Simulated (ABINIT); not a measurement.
The system is SnO2 (Cassiterite).

```xyz
6
Lattice="4.7380 0.0000 0.0000 0.0000 4.7380 0.0000 0.0000 0.0000 3.1865" Properties=species:S:1:pos:R:3 pbc="T T T"
Sn    2.3690    2.3690    1.5933
Sn    0.0000    0.0000    0.0000
O     3.8240    0.9140    1.5933
O     3.2830    3.2830    0.0000
O     0.9140    3.8240    1.5933
O     1.4550    1.4550    0.0000
```

```yaml
Program: ABINIT 10.8.3 (patched build)
Task: relaxation of cell and atoms
Functional: PBEsol
Potentials_or_basis: JTH PAW PBE v2.0
Cutoff: 626 eV
k_mesh: 3 × 3 × 4
Occupations: fermi-dirac, width 0.05 eV
Spin: no spin polarisation
```

At the start: pressure 3.9 GPa; volume 11.92 Å³/atom.

Task: How do energy, volume and symmetry change on relaxing?

Result: Over 6 steps the energy falls by 3.0 meV/atom and the volume is 12.13 Å³/atom (+1.8 %); space group P4_2/mnm (No. 136, to 0.05 Å).

Step by step:
| step | energy change (eV) | largest force (eV/Å) | pressure (GPa) | volume (Å³) |
| --- | --- | --- | --- | --- |
| 1 | 0.0000 | 0.1972 | 3.93 | 71.53 |
| 2 | -0.0157 | 0.0982 | 1.23 | 72.40 |
| 3 | -0.0178 | 0.0415 | -0.01 | 72.81 |
| 4 | -0.0178 | 0.0302 | -0.06 | 72.82 |
| 5 | -0.0179 | 0.0015 | -0.05 | 72.81 |
| 6 | -0.0179 | 0.0007 | -0.01 | 72.79 |

Final structure:
```cif
data_structure
_symmetry_space_group_name_H-M 'P 1'
_symmetry_Int_Tables_number 1
_cell_length_a 4.7620
_cell_length_b 4.7620
_cell_length_c 3.2100
_cell_angle_alpha 90.000
_cell_angle_beta 90.000
_cell_angle_gamma 90.000
_cell_volume 72.79
loop_
_atom_site_label
_atom_site_type_symbol
_atom_site_fract_x
_atom_site_fract_y
_atom_site_fract_z
_atom_site_occupancy
Sn1 Sn 0.50000 0.50000 0.50000 1
Sn2 Sn 0.00000 0.00000 0.00000 1
O1 O 0.80626 0.19374 0.50000 1
O2 O 0.69374 0.69374 0.00000 1
O3 O 0.19374 0.80626 0.50000 1
O4 O 0.30626 0.30626 0.00000 1
```

Caveat: the k mesh is coarse (spacing up to 0.49 Å⁻¹), so the values aren't converged; the PAW data sets were made with another functional, which shifts forces and pressure a little; the atomic spheres overlap.
